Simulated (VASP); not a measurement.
Here is a VASP 6.6.1 calculation.

The input INCAR:

```
ALGO = Fast ; EDIFF = 1E-8
ENCUT = 520 ; GGA = PE
ISIF = 2 ; ISMEAR = 0
LASPH = T ; LCHARG = F
LEFG = T ; LREAL = F
LWAVE = F ; NELM = 100
PREC = Accurate ; SIGMA = 0.02
```

The input KPOINTS:

```
k-points
0
Gamma
  11 11 3
```

POSCAR

```
Al2O3
1.0
    2.8843249483      0.0000000000      0.0000000000
   -1.4421624742      2.4978986780      0.0000000000
    0.0000000000      0.0000000000      9.3367544600
Al O
2 3
Direct
    0.0000000000      0.0000000000      0.8500076700
    0.0000000000      0.0000000000      0.1499923300
    0.3333333333      0.6666666667      0.7776830800
    0.6666666667      0.3333333333      0.0000000000
    0.3333333333      0.6666666667      0.2223169200
```

Potentials or basis: VASP PAW PBE potentials, release 64 (Al, O).

Launch:

```sh
$ cat potpaw_PBE.64/Al/POTCAR potpaw_PBE.64/O/POTCAR > POTCAR
$ mpirun -np 1 vasp_std > vasp.out
```

(1) What does it give for the largest force?

(2) Predict the band gap on the k mesh.

## Answers

(1) 0.013 eV/Å.

(2) 4.77 eV, indirect (least direct gap 5.01 eV).

Caveat: an odd mesh through Γ misses points on the zone boundary, where band edges often lie.
